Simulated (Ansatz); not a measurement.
Yb:

```xyz
1
Lattice="0.0000 2.7431 2.7431 2.7431 0.0000 2.7431 2.7431 2.7431 0.0000" Properties=species:S:1:pos:R:3 pbc="T T T"
Yb    0.0000    0.0000    0.0000
```

Base run:

| Property | Result |
| --- | --- |
| Program | Ansatz 0.2.0 |
| Functional | PBEsol |
| Potentials or basis | all-electron LAPW, scalar-relativistic |
| Cutoff | 171 eV (chosen from the basis error) |
| Basis error allowed | 0.001 eV/atom |
| k mesh | 8 × 8 × 8 |
| Occupations | fermi-dirac, width 0.05 eV |
| Spin | collinear spin, ferromagnetic start |
| Starting moments | [1.0] μB |
| Hubbard terms | Yb f U = 4 eV |

Its results: band gap on the k mesh none (metal or under the smearing width); pressure -1.9 GPa; net moment 0.00 μB per cell.

Task: After a change of settings the same cell gave: band gap on the k mesh none (metal or under the smearing width); pressure -2.5 GPa; net moment 0.00 μB per cell. Which change was it?
A. hubbard terms from Yb f U = 4 eV to Yb f U = 6 eV
B. hubbard terms from Yb f U = 4 eV to Yb f U = 2 eV
C. hubbard terms from Yb f U = 4 eV to none

Result: B.

Caveats: the magnetic state may not be the lowest; an open f shell can end in a state above the lowest; U is the effective U less J, on atomic orbitals that reach past the spheres; spin-orbit coupling is left out, which moves the levels of the heavy elements.
